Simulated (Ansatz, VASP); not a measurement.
One calculation of Ti, two programs

```
Ti
1.0
     4.61526    0.00000    0.00000
    -2.30763    3.99693    0.00000
     0.00000    0.00000    2.85643
Ti
3
Direct
  0.00000 0.00000 0.00000
  0.33333 0.66667 0.50000
  0.66667 0.33333 0.50000
```

Alike in both runs: functional BLYP; k mesh 8 × 8 × 11; occupations fermi-dirac, width 0.1 eV; no spin polarisation.

Ansatz relaxed the structure, and its values are those at the end. VASP's run is a single point on that final structure, the one shown.

|  | VASP | Ansatz |
| --- | --- | --- |
| version | VASP 6.6.1 | Ansatz 0.2.0 |
| potentials or method | VASP PAW PBE potentials, release 64 (Ti_sv) | plane waves (420 eV) with PAW, scalar-relativistic |
| plane-wave cutoff (eV) | 520 | 420 |
| valence electrons in the cell | 36 | 36 |

|  | VASP | Ansatz | Ansatz less VASP |
| --- | --- | --- | --- |
| pressure (GPa) | 0.0 | 0.0 | +0.01 |

Caveats: the PAW data sets were made with another functional, which shifts forces and pressure a little (VASP).
